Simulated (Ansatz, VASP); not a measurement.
# ZnS (Sphalerite) in two plane-wave programs, part 2 of 2

One calculation is typed for both programs; each brings its own data sets and cutoff. How far apart do they land? The cell is taken from a series of VASP runs on this material, whose earlier steps may have relaxed, scaled or displaced it; both programs get it as it stands.

VASP 6.6.1 and Ansatz 0.2.0.

So far. Step 4 (Comparison): The walks stopped with 0.00 GPa left in Ansatz and 0.07 GPa in VASP; each walk ends within a tolerance, so the volume difference is uncertain by about these residues over the bulk modulus, most in soft cells.

### Step 6. VASP: band structure, HSE06

Level of this step: HSE06; plane waves and PAW (Zn, S) (VASP).

The same cell, functional, mesh and smearing now go to VASP, with its own data sets and cutoff.

The run reads the wave functions of an earlier VASP run, which isn't shown here.

Contents of INCAR:

```
SYSTEM = ZnS
PREC = Accurate
ENCUT = 400
EDIFF = 1E-06
NELM = 100
ISMEAR = 0
SIGMA = 0.05
LREAL = .FALSE.
ALGO = Normal
LHFCALC = .TRUE.
AEXX = 0.25
GGA = PE
HFSCREEN = 0.2
LASPH = .TRUE.
NBANDS = 15
PRECFOCK = Fast
LORBIT = 11
LWAVE = .FALSE.
LCHARG = .FALSE.
KPAR = 2
```

Contents of POSCAR:

```
ZnS
1.0
    0.0000000000      2.6902736767      2.6902736767
    2.6902736767      0.0000000000      2.6902736767
    2.6902736767      2.6902736767      0.0000000000
Zn S
1 1
Direct
    0.0000000000      0.0000000000      0.0000000000
    0.2500000000      0.2500000000      0.2500000000
```

Contents of KPOINTS:

```
Automatic mesh
0
Gamma
5 5 5
0 0 0
```

Contents of KPOINTS_OPT:

```
Line mode
6
Line-mode
Reciprocal
  0.00000000   0.00000000   0.00000000 GAMMA
  0.50000000   0.00000000   0.50000000 X

  0.50000000   0.00000000   0.50000000 X
  0.50000000   0.25000000   0.75000000 W

  0.50000000   0.25000000   0.75000000 W
  0.37500000   0.37500000   0.75000000 K

  0.37500000   0.37500000   0.75000000 K
  0.00000000   0.00000000   0.00000000 GAMMA

  0.00000000   0.00000000   0.00000000 GAMMA
  0.50000000   0.50000000   0.50000000 L

  0.50000000   0.50000000   0.50000000 L
  0.62500000   0.25000000   0.62500000 U

  0.62500000   0.25000000   0.62500000 U
  0.50000000   0.25000000   0.75000000 W

  0.50000000   0.25000000   0.75000000 W
  0.50000000   0.50000000   0.50000000 L

  0.50000000   0.50000000   0.50000000 L
  0.37500000   0.37500000   0.75000000 K

  0.62500000   0.25000000   0.62500000 U
  0.50000000   0.00000000   0.50000000 X
```

PAW data sets: Zn and S (PBE family, release 64).

Launch:

```console
$ mpirun -np 2 vasp_std
```

Numbers of over 12 decimals in the logs are rounded to 6 here.

What it wrote:

```text
[banner, memory and clock lines left out]
running    2 mpi-ranks, on    1 nodes
[...]
LDA part: xc-table for (Slater+PW92), standard interpolation
 found WAVECAR, reading the header
 POSCAR, INCAR and KPOINTS ok, starting setup
[...]
reading WAVECAR
 the WAVECAR file was read successfully
 initial charge from wavefunction
 entering main loop
       N       E                     dE             d eps       ncg     rms          rms(c)
DAV:   1    -0.837485919129E+01   -0.83749E+01   -0.11293E-01   386   0.186E+01    0.551E-01
DAV:   2    -0.837680270696E+01   -0.19435E-02   -0.92178E-02   321   0.468E+00    0.324E-01
DAV:   3    -0.837741847871E+01   -0.61577E-03   -0.45943E-03   377   0.867E-01    0.210E-01
DAV:   4    -0.837744883630E+01   -0.30358E-04   -0.32442E-04   356   0.229E-01    0.118E-01
DAV:   5    -0.837745379774E+01   -0.49614E-05   -0.25111E-05   378   0.472E-02    0.686E-02
DAV:   6    -0.837745502668E+01   -0.12289E-05   -0.23166E-06   335   0.199E-02    0.414E-02
DAV:   7    -0.837745498785E+01    0.38831E-07   -0.53496E-07   241   0.901E-03
   1 F= -.83774550E+01 E0= -.83774550E+01  d E =-.378129E-11
 Start KPOINTS_OPT (optional k-point list driver)
k-point batch [1-10\60]
       N       E                     dE             ncg
DAV:   1     0.162110934242E+03   -0.44278E+04      300
DAV:   2    -0.836544576128E+03   -0.99866E+03      328
DAV:   3    -0.899772256252E+03   -0.63228E+02      377
DAV:   4    -0.900846307870E+03   -0.10741E+01      405
DAV:   5    -0.900857777317E+03   -0.11469E-01      419
DAV:   6    -0.900857959636E+03   -0.18232E-03      405
DAV:   7    -0.900857963562E+03   -0.39255E-05      391
DAV:   8    -0.900857963647E+03   -0.84804E-07      304
[...]
k-point batch [51-60\60]
       N       E                     dE             ncg
DAV:   1     0.118400351426E+03   -0.57741E+04      300
DAV:   2    -0.874026331507E+03   -0.99243E+03      349
DAV:   3    -0.939117760417E+03   -0.65091E+02      349
DAV:   4    -0.940244443116E+03   -0.11267E+01      405
DAV:   5    -0.940257709894E+03   -0.13267E-01      391
DAV:   6    -0.940257912701E+03   -0.20281E-03      391
DAV:   7    -0.940257916908E+03   -0.42070E-05      384
DAV:   8    -0.940257916998E+03   -0.90141E-07      297
```

Parts of OUTCAR (step 6):

```text
 POSITION                                       TOTAL-FORCE (eV/Angst)
 -----------------------------------------------------------------------------------
      0.00000      0.00000      0.00000        -0.000000     -0.000000      0.000000
      1.34514      1.34514      1.34514         0.000000      0.000000     -0.000000
 -----------------------------------------------------------------------------------
    total drift:                               -0.000024     -0.000004      0.000015

  FREE ENERGIE OF THE ION-ELECTRON SYSTEM (eV)
  ---------------------------------------------------
  free  energy   TOTEN  =        -8.3774549879 eV

  energy  without entropy=       -8.3774549878  energy(sigma->0) =       -8.37745499

[... 1 part as in an earlier step ...]

[... 2 further parts left out ...]
[key lines of the parts left out:]
E-fermi :   1.7128
```

### Step 7. Comparison

What differs besides the data sets and the points named for the pairs above, as far as they apply: exact exchange at q = 0 is treated differently, which shows on coarse meshes; the cutoff is 420 eV in Ansatz and 400 eV in VASP; VASP takes a coarser grid for exact exchange (PRECFOCK = Fast). Total energies have different zeros and are not compared.

Compared:

| quantity | Ansatz | VASP | difference |
| --- | --- | --- | --- |
| gap over the path points (eV) | 3.422 | 3.410 | +0.012 |

Levels at points of the path, from each program's valence-band top (eV; 4 filled, then empty):

| k (reciprocal lattice) | Ansatz | VASP |
| --- | --- | --- |
| 0.000 0.000 0.000 | -7.50 0.00 0.00 0.00 3.42 7.70 7.70 | -7.44 0.00 0.00 0.00 3.41 7.70 7.70 |
| 0.500 0.000 0.500 | -7.21 -5.05 -2.39 -2.39 4.38 5.29 12.67 | -7.16 -5.06 -2.40 -2.40 4.37 5.28 12.68 |
| 0.500 0.200 0.700 | -7.06 -4.91 -2.97 -2.87 6.39 7.22 9.80 | -7.00 -4.92 -2.97 -2.88 6.39 7.21 9.81 |
| 0.400 0.350 0.750 | -7.09 -4.95 -3.39 -2.02 5.37 7.35 10.60 | -7.03 -4.96 -3.40 -2.03 5.36 7.35 10.62 |
| 0.150 0.150 0.300 | -7.48 -2.66 -1.26 -0.32 5.45 7.43 8.39 | -7.42 -2.66 -1.27 -0.32 5.43 7.43 8.38 |
| 0.200 0.200 0.200 | -7.50 -2.31 -0.36 -0.36 4.71 7.86 8.25 | -7.44 -2.31 -0.36 -0.36 4.70 7.86 8.25 |
| 0.550 0.400 0.550 | -7.21 -5.46 -1.92 -1.21 5.54 7.50 8.91 | -7.15 -5.47 -1.93 -1.21 5.53 7.50 8.92 |
| 0.600 0.250 0.650 | -7.09 -4.95 -3.39 -2.02 5.37 7.35 10.60 | -7.03 -4.96 -3.40 -2.03 5.36 7.35 10.62 |
| 0.500 0.250 0.750 | -7.04 -4.89 -3.03 -2.92 6.80 7.64 9.28 | -6.98 -4.90 -3.03 -2.93 6.80 7.62 9.29 |
| 0.500 0.500 0.500 | -7.25 -5.68 -0.93 -0.93 4.61 8.20 8.20 | -7.20 -5.70 -0.94 -0.94 4.59 8.20 8.20 |

Among the levels compared at these points, filled levels agree within 61 meV and empty ones within 25 meV.

### Step 8. What came out

- difference in volume (relaxation of cell and atoms, r2SCAN): 0.48 %
- difference in gap over the path points (band structure, HSE06): 0.012 eV

**Reading.** The difference in volume is 0.48 % (relaxation of cell and atoms, r2SCAN), within the 1.2 % picked in this series as the mark of a large difference, as far as the stopping tolerances let one tell. How closely two codes agree says nothing of how well the functional describes the real material.

[Lines on the potential files, build, host, timing and source positions are cut from VASP's logs without a mark.]

[Logs are printed without paths, hosts, clocks, repeated set-up lines and the standing remarks that a program may print on its own settings, such as how far it seeks lower states.]

[Hosts, paths, dates, database ids (printed as entryN), source tags and the programs' standing remarks are cut or masked in the printed files.]
